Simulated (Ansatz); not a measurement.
The system is SrO.

```
Sr O
1.0
     0.00000    2.56630    2.56630
     2.56630    0.00000    2.56630
     2.56630    2.56630    0.00000
Sr O
1 1
Direct
  0.50000 0.50000 0.50000
  0.00000 0.00000 0.00000
```

| Quantity | Value |
| --- | --- |
| Program | Ansatz 0.2.0 |
| Task | relaxation of cell and atoms |
| Functional | RPBE |
| Potentials or basis | all-electron LAPW, scalar-relativistic |
| Basis error allowed | 0.001 eV/atom |
| k mesh | 9 × 9 × 9 |
| Occupations | fermi-dirac, width 0.05 eV |
| Spin | no spin polarisation |

At the start: volume 16.90 Å³/atom.

How do energy, volume and symmetry change on relaxing?

Over 6 steps the energy falls by 23.5 meV/atom and the volume is 18.16 Å³/atom (+7.5 %); space group Fm-3m (No. 225, to 0.05 Å).

Step by step:
| step | energy change (eV) | largest force (eV/Å) | volume (Å³) |
| --- | --- | --- | --- |
| 1 | 0.0000 | 0.0000 | 33.80 |
| 2 | -0.0200 | 0.0000 | 38.47 |
| 3 | -0.0466 | 0.0000 | 36.58 |
| 4 | -0.0471 | 0.0000 | 36.30 |
| 5 | -0.0471 | 0.0000 | 36.32 |
| 6 | -0.0471 | 0.0000 | 36.32 |

Final structure:
```
Sr O
1.0
     0.00000    2.62854    2.62854
     2.62854    0.00000    2.62854
     2.62854    2.62854    0.00000
Sr O
1 1
Direct
  0.50000 0.50000 0.50000
  0.00000 0.00000 0.00000
```
